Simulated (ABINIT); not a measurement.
# SnSe2 (P-3m1) in ABINIT: convergence with boxcutmin

Aim: find how far boxcutmin must go before the results for SnSe2 settle, at PBEsol. This setting moves, with any that are tied to it; all else stays.

All numbers are computed with ABINIT 10.8.3 (patched build); they aren't measurements. Logs are shortened: lines on timing, memory, paths and dates and some standing lists are left out, and cuts for length are marked. The log counts tension as positive stress, the text compression.

### 1 The crystal as given

Symmetry: P-3m1, No. 164, trigonal system. Conventional cell: a = 3.811 Å, b = 3.811 Å, c = 6.136 Å, α = 90.00°, β = 90.00°, γ = 120.00°. Sn (site symmetry -3m) has 6 Se at 2.68 Å as nearest neighbours. Se (site symmetry 3m) has 3 Sn at 2.68 Å as nearest neighbours.

### 2 With boxcutmin 1.3

Input file run.abi:

```
# Pseudopotentials
pp_dirpath "./"
pseudos "Sn.GGA_PBE-JTH_sp.xml, Se.GGA_PBE-JTH.xml"

# Structure
acell 3*1.0 Angstrom
rprim
     3.8110000000     0.0000000000     0.0000000000
    -1.9055000000     3.3004228138     0.0000000000
     0.0000000000     0.0000000000     6.1360000000
ntypat 2
znucl 50 34
natom 3
typat 1 2 2
xred
     0.0000000000     0.0000000000     0.0000000000
     0.6666666667     0.3333333333     0.7510000000
     0.3333333333     0.6666666667     0.2490000000

# Plane-wave basis
ecut 22.0
pawecutdg 44.0
pawxcdev 0

# k points
kptopt 1
ngkpt 8 8 5
nshiftk 1
shiftk 0.0 0.0 0.0

# Exchange and correlation
ixc -116133

# Bands and occupations
nband 12
occopt 3
tsmear 0.1 eV

# SCF cycle
nstep 100
tolvrs 1.0e-9
boxcutmin 1.3

# Output
iomode 3
prtwf 0
prtden 0
prteig 0
prtebands 0
```

Potentials or basis: JTH PAW PBE v2.0 sp.

On the command line:

```sh
> abinit run.abi > log 2>&1
```

run.abo:

```text
.Version 10.8.3 of ABINIT
 Symmetries : space group P-3 m 1 (#164); Bravais hP (primitive hexag.)
================================================================================
 Values of the parameters that define the memory need of the present run
     intxc =       0    ionmov =       0      iscf =      17    lmnmax =      13
     lnmax =       5     mgfft =      32  mpssoang =       3    mqgrid =    3463
     natom =       3  nloc_mem =       2    nspden =       1   nspinor =       1
    nsppol =       1      nsym =      12    n1xccc =       1    ntypat =       2
    occopt =       3   xclevel =       2
       mpw =        2595          nfft =       12800          nkpt =          40
 PAW method is used; the additional fine FFT grid is defined by:
   mgfftf=        48    nfftf =     43200
================================================================================
================================================================================

--------------------------------------------------------------------------------
------------- Echo of variables that govern the present computation ------------
--------------------------------------------------------------------------------
 -outvars: echo values of preprocessed input variables --------
            acell      1.8897261259E+00  1.8897261259E+00  1.8897261259E+00 Bohr
              amu      1.18710000E+02  7.89600000E+01
        boxcutmin      1.30000000E+00
        bxctmindg      1.30000000E+00
             ecut      2.20000000E+01 Hartree
              ixc     -116133
         kptrlatt        8    0    0      0    8    0      0    0    5
          kptrlen      5.76139701E+01
            natom           3
            nband          12
            ngfft          20      20      32
          ngfftdg          30      30      48
             nkpt          40
            nstep         100
             nsym          12
           ntypat           2
           occopt           3
        pawecutdg      4.40000000E+01 Hartree
         pawxcdev           0
           prtden           0
        prtebands           0
           prteig           0
            prtwf           0
            rprim      3.8110000000E+00  0.0000000000E+00  0.0000000000E+00
                      -1.9055000000E+00  3.3004228138E+00  0.0000000000E+00
                       0.0000000000E+00  0.0000000000E+00  6.1360000000E+00
          spgroup         164
           tolvrs      1.00000000E-09
           tsmear      3.67493222E-03 Hartree
            typat      1  2  2
           useylm           1
           xangst      0.0000000000E+00  0.0000000000E+00  0.0000000000E+00
                       1.9055000000E+00  1.1001409379E+00  4.6081360000E+00
                       3.9252476502E-17  2.2002818759E+00  1.5278640000E+00
            xcart      0.0000000000E+00  0.0000000000E+00  0.0000000000E+00
                       3.6008731329E+00  2.0789650726E+00  8.7081149909E+00
                       7.4176430353E-17  4.1579301452E+00  2.8872445176E+00
             xred      0.0000000000E+00  0.0000000000E+00  0.0000000000E+00
                       6.6666666667E-01  3.3333333333E-01  7.5100000000E-01
                       3.3333333333E-01  6.6666666667E-01  2.4900000000E-01
            znucl       50.00000   34.00000

[... 148 lines left out ...]
    2      1.90550000000000     1.10014093793333     4.60813600000000
    3      0.00000000000000     2.20028187586667     1.52786400000000

 cartesian forces (hartree/bohr) at end:
    1     -0.00000000000000    -0.00000000000000    -0.00000000000000
    2     -0.00000000000000     0.00000000000000    -0.01290245231022
    3     -0.00000000000000    -0.00000000000000     0.01290245231022
 frms,max,avg= 6.0822743E-03 1.2902452E-02   0.000E+00  0.000E+00  0.000E+00 h/b

 cartesian forces (eV/Angstrom) at end:
    1     -0.00000000000000    -0.00000000000000    -0.00000000000000
    2     -0.00000000000000     0.00000000000000    -0.66347077375592
    3     -0.00000000000000    -0.00000000000000     0.66347077375592
 frms,max,avg= 3.1276312E-01 6.6347077E-01   0.000E+00  0.000E+00  0.000E+00 e/A
 length scales=  1.889726125908  1.889726125908  1.889726125908 bohr
              =  1.000000000000  1.000000000000  1.000000000000 angstroms
 Fermi (or HOMO) energy (hartree) =   0.02577   Average Vxc (hartree)=  -0.35850
 Eigenvalues (hartree) for nkpt=  40  k points:
 kpt#   1, nband= 12, wtk=  0.00313, kpt=  0.0000  0.0000  0.0000 (reduced coord)
  -0.50557   -0.43926   -0.21490   -0.01446   -0.01446   -0.00478   -0.00478    0.01121
   0.04711    0.11623    0.17966    0.17966
      occupation numbers for kpt#   1
   2.00000    2.00000    2.00000    1.99996    1.99996    1.99951    1.99951    1.96262
   0.00600    0.00000    0.00000    0.00000
 prteigrs : prtvol=0 or 1, do not print more k-points.

--- !EnergyTerms
iteration_state     : {dtset: 1, }
comment             : Components of total free energy in Hartree
kinetic             :  8.04014423561870E+00
hartree             :  2.57363099809853E+00
xc                  : -1.67784717411577E+01
Ewald energy        : -2.13601273526643E+01
psp_core            :  2.77802450455081E+00
local_psp           : -7.89613540734898E+00
PAW spherical_terms :  9.82852781673822E+00
internal            : -2.28144069461647E+01
'-kT*entropy'       : -1.26701315502395E-04
total_energy        : -2.28145336474802E+01
total_energy_eV     : -6.20815087103514E+02
...

--- !EnergyTermsDC
iteration_state     : {dtset: 1, }
comment             : '"Double-counting" decomposition of free energy'
band_energy         : -2.91596443130541E+00
Ewald energy        : -2.13601273526643E+01
psp_core            :  2.77802450455081E+00
xc_dc               : -1.02267992728085E+01
PAW spherical_terms :  8.91045802574348E+00
internal            : -2.28144085264839E+01
'-kT*entropy'       : -1.26701315502395E-04
total_energy_dc     : -2.28145352277994E+01
total_energy_dc_eV  : -6.20815130106189E+02
...

--- !EnergyTermsWithPAWCore
iteration_state     : {dtset: 1, }
comment             : 'Components of total free energy, including PAW core contributions'
Total energy        : -1.10315457810533E+04
Total energy DC     : -1.10315457826336E+04
Total energy (eV)   : -3.00183653138463E+05
Total energy DC (eV): -3.00183653181465E+05
...

 Cartesian components of stress tensor (hartree/bohr^3)
  sigma(1 1)= -7.41436202E-05  sigma(3 2)=  0.00000000E+00
  sigma(2 2)= -7.41436201E-05  sigma(3 1)=  0.00000000E+00
  sigma(3 3)= -1.36935662E-04  sigma(2 1)=  0.00000000E+00

-Cartesian components of stress tensor (GPa)         [Pressure=  2.7972E+00 GPa]
- sigma(1 1)= -2.18138062E+00  sigma(3 2)=  0.00000000E+00
- sigma(2 2)= -2.18138061E+00  sigma(3 1)=  0.00000000E+00
- sigma(3 3)= -4.02878626E+00  sigma(2 1)=  0.00000000E+00

== END DATASET(S) ==============================================================
================================================================================

 -outvars: echo values of variables after computation  --------
            acell      1.8897261259E+00  1.8897261259E+00  1.8897261259E+00 Bohr
           etotal     -2.2814535228E+01
            fcart     -0.0000000000E+00 -0.0000000000E+00 -0.0000000000E+00
                      -0.0000000000E+00  2.2104497608E-26 -1.2902452310E-02
                      -0.0000000000E+00 -2.2104497608E-26  1.2902452310E-02
            rprim      3.8110000000E+00  0.0000000000E+00  0.0000000000E+00
                      -1.9055000000E+00  3.3004228138E+00  0.0000000000E+00
                       0.0000000000E+00  0.0000000000E+00  6.1360000000E+00
           strten     -7.4143620157E-05 -7.4143620085E-05 -1.3693566173E-04
                       0.0000000000E+00  0.0000000000E+00  0.0000000000E+00
           xangst      0.0000000000E+00  0.0000000000E+00  0.0000000000E+00
                       1.9055000000E+00  1.1001409379E+00  4.6081360000E+00
                       3.9252476502E-17  2.2002818759E+00  1.5278640000E+00
             xred      0.0000000000E+00  0.0000000000E+00  0.0000000000E+00
                       6.6666666667E-01  3.3333333333E-01  7.5100000000E-01
                       3.3333333333E-01  6.6666666667E-01  2.4900000000E-01
 Calculation completed.
```

It took 24 s on 1 thread of Arm Neoverse V2, shared host; peak memory 0.13 GiB.

Results:

```yaml
Free_energy: -620.8151 eV
Pressure: 2.8 GPa
Largest_force: 0.663 eV/Å
Band_gap_on_the_k_mesh: 0.71 eV, indirect (least direct gap 0.98 eV)
Valence_electrons_inside_the_program's_atomic_spheres: Sn 2.51; Se 3.92
```

### 3 With boxcutmin 1.5

Edit run.abi of step 2 so:

```diff
@@ -41,3 +41,3 @@
 tolvrs 1.0e-9
-boxcutmin 1.3
+boxcutmin 1.5
```

Potentials or basis: JTH PAW PBE v2.0 sp.

On the command line:

```sh
> abinit run.abi > log 2>&1
```

Run time: 30 s. Hardware: 1 thread of Arm Neoverse V2, shared host; peak memory 0.14 GiB.

It converged, with:

| Quantity | Value |
| --- | --- |
| Free energy | -620.8160 eV |
| Pressure | 2.9 GPa |
| Largest force | 0.662 eV/Å |
| Band gap on the k mesh | 0.71 eV, indirect (least direct gap 0.98 eV) |
| Valence electrons inside the program's atomic spheres | Sn 2.53; Se 3.93 |

### 4 With boxcutmin 1.7

Edit run.abi of step 3 so:

```diff
@@ -41,3 +41,3 @@
 tolvrs 1.0e-9
-boxcutmin 1.5
+boxcutmin 1.7
```

On the command line:

```sh
> abinit run.abi > log 2>&1
```

Wall time 33 s (1 thread of Arm Neoverse V2, shared host); peak memory 0.15 GiB.

Results (log left out):

| Item | Value |
| --- | --- |
| Free energy | -620.8171 eV |
| Pressure | 2.9 GPa |
| Largest force | 0.661 eV/Å |
| Band gap on the k mesh | 0.71 eV, indirect (least direct gap 0.98 eV) |
| Valence electrons inside the program's atomic spheres | Sn 2.53; Se 3.94 |

### 5 With boxcutmin 1.85

Edit run.abi of step 4 so:

```diff
@@ -41,3 +41,3 @@
 tolvrs 1.0e-9
-boxcutmin 1.7
+boxcutmin 1.85
```

On the command line:

```sh
> abinit run.abi > log 2>&1
```

It took 36 s on 1 thread of Arm Neoverse V2, shared host; peak memory 0.15 GiB.

The run converged. Its results:

| Quantity | Value |
| --- | --- |
| Free energy | -620.8151 eV |
| Pressure | 2.9 GPa |
| Largest force | 0.663 eV/Å |
| Band gap on the k mesh | 0.71 eV, indirect (least direct gap 0.98 eV) |
| Valence electrons inside the program's atomic spheres | Sn 2.53; Se 3.94 |

### 6 With boxcutmin 2

Edit run.abi of step 5 so:

```diff
@@ -41,3 +41,3 @@
 tolvrs 1.0e-9
-boxcutmin 1.85
+boxcutmin 2.0
```

Potentials or basis: JTH PAW PBE v2.0 sp.

On the command line:

```sh
> abinit run.abi > log 2>&1
```

It took 38 s on 1 thread of Arm Neoverse V2, shared host; peak memory 0.16 GiB.

The run converged. Its results:

| Property | Result |
| --- | --- |
| Free energy | -620.8161 eV |
| Pressure | 2.9 GPa |
| Largest force | 0.663 eV/Å |
| Band gap on the k mesh | 0.71 eV, indirect (least direct gap 0.98 eV) |
| Valence electrons inside the program's atomic spheres | Sn 2.54; Se 3.93 |

### 7 With boxcutmin 2.3

Edit run.abi of step 6 so:

```diff
@@ -41,3 +41,3 @@
 tolvrs 1.0e-9
-boxcutmin 2.0
+boxcutmin 2.3
```

On the command line:

```sh
> abinit run.abi > log 2>&1
```

It took 47 s on 1 thread of Arm Neoverse V2, shared host; peak memory 0.19 GiB.

Results (log left out):

| Quantity | Value |
| --- | --- |
| Free energy | -620.8161 eV |
| Pressure | 2.9 GPa |
| Largest force | 0.663 eV/Å |
| Band gap on the k mesh | 0.71 eV, indirect (least direct gap 0.98 eV) |
| Valence electrons inside the program's atomic spheres | Sn 2.53; Se 3.94 |

### 8 With boxcutmin 2.7

Edit run.abi of step 7 so:

```diff
@@ -41,3 +41,3 @@
 tolvrs 1.0e-9
-boxcutmin 2.3
+boxcutmin 2.7
```

On the command line:

```sh
> abinit run.abi > log 2>&1
```

It took 69 s on 1 thread of Arm Neoverse V2, shared host; peak memory 0.25 GiB.

It converged, with:

* Free energy: -620.8161 eV
* Pressure: 2.9 GPa
* Largest force: 0.663 eV/Å
* Band gap on the k mesh: 0.71 eV, indirect (least direct gap 0.98 eV)
* Valence electrons inside the program's atomic spheres: Sn 2.53; Se 3.94

### 9 Summary

| boxcutmin | energy less the tightest run, at zero smearing (meV/atom) | pressure (GPa) | largest force (eV/Å) | SCF cycles | CPU time (s) | peak memory (GiB) |
| --- | --- | --- | --- | --- | --- | --- |
| 1.3 | 0.31 | 2.80 | 0.663 | 10 | 23 | 0.13 |
| 1.5 | 0.03 | 2.93 | 0.662 | 11 | 29 | 0.14 |
| 1.7 | -0.33 | 2.87 | 0.661 | 11 | 33 | 0.15 |
| 1.85 | 0.33 | 2.88 | 0.663 | 11 | 36 | 0.15 |
| 2 | 0.00 | 2.86 | 0.663 | 11 | 38 | 0.16 |
| 2.3 | 0.00 | 2.87 | 0.663 | 11 | 47 | 0.19 |
| 2.7 | 0.00 | 2.87 | 0.663 | 11 | 69 | 0.25 |

Against the tightest run, the energy stays within 1 meV/atom from 1.3 on; the pressure stays within 0.1 GPa from 1.3 on; the largest force stays within 0.005 eV/Å from 1.3 on. The tightest run that finished is the yardstick and may itself not be fully converged.

Caveats: the PAW data sets were made with another functional, which shifts forces and pressure a little; spin-orbit coupling is left out, which moves the levels of the heavy elements; this set keeps more shells in the core, which shifts pressures and gaps; an odd mesh through Γ misses points on the zone boundary, where band edges often lie; this functional lacks dispersion, which binds the layers, so the pressure and a relaxed spacing across them are unreliable.
